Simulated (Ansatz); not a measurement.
Input and command of a calculation in Ansatz (plane waves; scalar-relativistic PAW potentials unless the input names others):

```yaml
crystal:
  lattice:
    - [4.6430645286, 0.0, 0.0]
    - [0.0, 4.6430645286, 0.0]
    - [0.0, 0.0, 2.9640243868]
  atoms:
    - { symbol: Ti, position: [0.0346466923, 0.0392790258, -0.1362192821] }
    - { symbol: Ti, position: [0.4591135203, 0.4733776692, 0.5027121929] }
    - { symbol: O, position: [0.3253672455, 0.2748228917, 0.1101729149] }
    - { symbol: O, position: [0.2376061529, 0.8094259773, 0.499406865] }
    - { symbol: O, position: [0.6528391327, 0.7003221292, 0.0432520339] }
    - { symbol: O, position: [0.7904272564, 0.2027723068, 0.4806752755] }
basis:
  ecutwfc: 420
kpoints:
  mp_grid: { grid: [9, 9, 12] }
hamiltonian:
  xc: pbe
  dispersion: d4
scf:
  occupations: { method: gaussian, width: 0.05 }
  n_extra_bands: 1
output:
  forces: true
  eigenvalues: true
  stress: true
```

```bash
ansatz run input.yaml --threads 2 --pin off --max-ram 5120MiB --backend cpu --events-out ev --progress --plain --runs-dir out
```

Abridged log:
```
Basis set: ecut = 420 eV, 1241 PW (Γ), exchange–correlation on 64×64×40 points (8 copies of the dense FFT grid, shifted against one another)
Bands: 25, of which v1, the nominal top of the filled ones, is band 24 counted from 1 (23 counted from 0)
Symmetry: 1 space group operations
k-points: 487 of 972 (time reversal used)
SCF iter   1: F=—  HF=-7275.516782 eV  |F-HF|=—  |Δ(HF+E_count)|=         —  Δρ=6.37e-3  dr2=2.49e-2  ethr=1.77e-3  ⟨swp⟩=4.0  Hψ=51144  notcnv=0
SCF iter   2: F=—  HF=-7275.515129 eV  |F-HF|=—  |Δ(HF+E_count)|=   1.65e-3  Δρ=3.71e-3  dr2=5.77e-3  ethr=5.19e-5  ⟨swp⟩=3.0  Hψ=27727  notcnv=0
SCF iter   3: F=—  HF=-7275.514997 eV  |F-HF|=—  |Δ(HF+E_count)|=   1.32e-4  Δρ=1.95e-3  dr2=1.98e-3  ethr=1.20e-5  ⟨swp⟩=2.0  Hψ=18054  notcnv=0
SCF iter   4: F=—  HF=-7275.515208 eV  |F-HF|=—  |Δ(HF+E_count)|=   2.11e-4  Δρ=1.12e-3  dr2=7.95e-4  ethr=4.13e-6  ⟨swp⟩=2.0  Hψ=18017  notcnv=0
SCF iter   5: F=—  HF=-7275.515221 eV  |F-HF|=—  |Δ(HF+E_count)|=   1.29e-5  Δρ=3.42e-4  dr2=1.01e-4  ethr=1.66e-6  ⟨swp⟩=2.0  Hψ=18018  notcnv=0
SCF iter   6: F=—  HF=-7275.515239 eV  |F-HF|=—  |Δ(HF+E_count)|=   1.87e-5  Δρ=1.78e-4  dr2=2.66e-5  ethr=2.10e-7  ⟨swp⟩=2.0  Hψ=17102  notcnv=0
SCF iter   7: F=—  HF=-7275.515296 eV  |F-HF|=—  |Δ(HF+E_count)|=   5.62e-5  Δρ=6.89e-5  dr2=2.77e-6  ethr=5.53e-8  ⟨swp⟩=2.0  Hψ=18173  notcnv=0
SCF iter   8: F=—  HF=-7275.515297 eV  |F-HF|=—  |Δ(HF+E_count)|=   1.19e-6  Δρ=3.23e-5  dr2=6.55e-7  ethr=5.78e-9  ⟨swp⟩=2.0  Hψ=19967  notcnv=0
SCF iter   9: F=-7275.515297 eV  HF=-7275.515297 eV  |F-HF|=2.40e-8  |Δ(HF+E_count)|=   2.65e-7  Δρ=1.24e-5  dr2=9.14e-8  ethr=2.08e-10  ⟨swp⟩=3.1  Hψ=51903  notcnv=0
SCF 1 converged in 9 iterations: F = -7275.515297 eV  dr2 = 9.14e-8
SCF converged after 9 iterations
Free energy (F): -7275.515297 eV
Harris-Foulkes:  -7275.515297 eV  (|F-HF|=2.40e-8)
Internal energy: -7275.515297 eV  (E = F + TS)
E sigma→0 (E₀):  -7275.515297 eV
Fermi energy:    10.098325 eV
  E_disp       = -1.214646  (pairwise vdW)
--- Forces (eV/Å), atoms counted from 1 ---
  atom   1  Ti    -2.98775738    -2.97881836     1.52099643
  atom   2  Ti     6.90334762     7.10604858     4.15726699
  atom   3  O     -4.06546275    -3.67105424    -6.44004461
  atom   4  O     -2.89489961     0.87628057     0.37357287
  atom   5  O      1.20435890    -1.03203494     0.10118633
  atom   6  O      1.84048182    -0.30053452     0.28705443
--- Stress (GPa, compression-positive) ---
       11.416335       3.488627      12.403801
        3.488627      17.462087      14.771308
       12.403799      14.771307      17.634635
  P = ⅓ Tr σ = 15.5044 GPa (155.044 kbar)
```

Apart from outputs, the input differs from a reference run on usual settings in hamiltonian.dispersion: not typed → "d4"; kpoints.mp_grid.grid: [6, 6, 8] → [9, 9, 12]; scf.n_extra_bands: not typed → 1. The reference, at the same geometry (not necessarily relaxed), gave pressure 19.24 GPa, largest force 10.782 eV/Å, gap on the mesh 1.41 eV. This run converged in 9 SCF iterations (reference: 9) with an energy at zero smearing 202 meV/atom below the reference's (the Hamiltonian itself differs), pressure 15.50 GPa, largest force 10.744 eV/Å, gap on the mesh 1.42 eV.

It took 33 s on 2 threads of AMD EPYC 7R43 64-Core Processor (Zen 3) (shared host), peak memory 0.84 GiB.